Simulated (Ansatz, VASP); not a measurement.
# LiCl in VASP and in Ansatz

File INCAR:

```
SYSTEM = LiCl
  PREC = Accurate
  ENCUT = 520
  EDIFF = 1E-6
  ISMEAR = 0
  SIGMA = 0.02
  LREAL = .False.
  LASPH = .True.
  NELM = 80
  ALGO = Normal
  ISIF = 2
  LWAVE = .False.
  LCHARG = .True.
  GGA = PS
  LELF = .True.
  LVHAR = .True.
  NBANDS = 12
```

The input KPOINTS:

```
Automatic mesh
0
Gamma
  8 8 8
  0 0 0
```

Contents of POSCAR:

```
LiCl
1.0
    0.0000000000      2.6487302424      2.6487302424
    2.6487302424      0.0000000000      2.6487302424
    2.6487302424      2.6487302424      0.0000000000
Li Cl
1 1
Direct
    0.0000000000      0.0000000000      0.0000000000
    0.5000000000      0.5000000000      0.5000000000
```

Input for Ansatz:

```yaml
crystal:
  lattice:
    - [0.0, 2.6487302424, 2.6487302424]
    - [2.6487302424, 0.0, 2.6487302424]
    - [2.6487302424, 2.6487302424, 0.0]
  atoms:
    - { symbol: Li, position: [0.0, 0.0, 0.0] }
    - { symbol: Cl, position: [0.5, 0.5, 0.5] }
basis:
  ecutwfc: 420
kpoints:
  mp_grid: { grid: [8, 8, 8] }
hamiltonian:
  xc: pbesol
scf:
  occupations: { method: gaussian, width: 0.02 }
output:
  forces: true
  stress: true
  eigenvalues: true
```

Alike in both runs: task single point; functional PBEsol; k mesh 8 × 8 × 8; occupations gaussian, width 0.02 eV; no spin polarisation.

```csv
,VASP,Ansatz
version,VASP 6.6.1,Ansatz 0.2.0
potentials or method,"VASP PAW PBE potentials, release 64 (Li_sv, Cl)","scalar-relativistic, plane waves, PAW"
plane-wave cutoff (eV),520,420
valence electrons in the cell,10,10
```

VASP gave:

```
gap on the k mesh at the Fermi level (eV) : 5.63
least direct gap on the mesh (eV)         : 5.63
```

Question: Estimate Ansatz's values.

Answer: gap on the k mesh at the Fermi level (eV): 5.62; least direct gap on the mesh (eV): 5.62.

The functional is the same, so the differences come from potentials, cutoffs and numerics.

 A k mesh can miss the band edges.
